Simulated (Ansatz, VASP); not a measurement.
One calculation of As, two programs

```
As
1.0
     0.00000    1.77644    1.77644
     1.77644    0.00000    1.77644
     1.77644    1.77644    0.00000
As
1
Direct
  0.00000 0.00000 0.00000
```

Change from the starting cell: volume scaled by 0.58, PAW files.

Alike in both runs: task single point; functional PBE; k mesh 15 × 15 × 15; occupations fermi-dirac, width 0.05 eV; no spin polarisation.

|  | VASP | Ansatz |
| --- | --- | --- |
| version | VASP 6.6.1 | Ansatz 0.2.0 |
| potentials or method | VASP PAW PBE potentials, release 64 (As) | PAW with Ansatz's default frozen-core files, scalar-relativistic |
| plane-wave cutoff (eV) | 520 | 420 |
| valence electrons in the cell | 5 | 15 |

Ansatz gave:

| Property | Result |
| --- | --- |
| pressure (GPa) | 139.1 |

Estimate VASP's values.

pressure (GPa): 143.0.

The two sets of potentials don't hold the same shells in valence.

Caveats: the cell as given lies far from equilibrium; so large a pressure means that the cell lies far from this level's equilibrium, or that cutoff or potentials fall short (VASP).
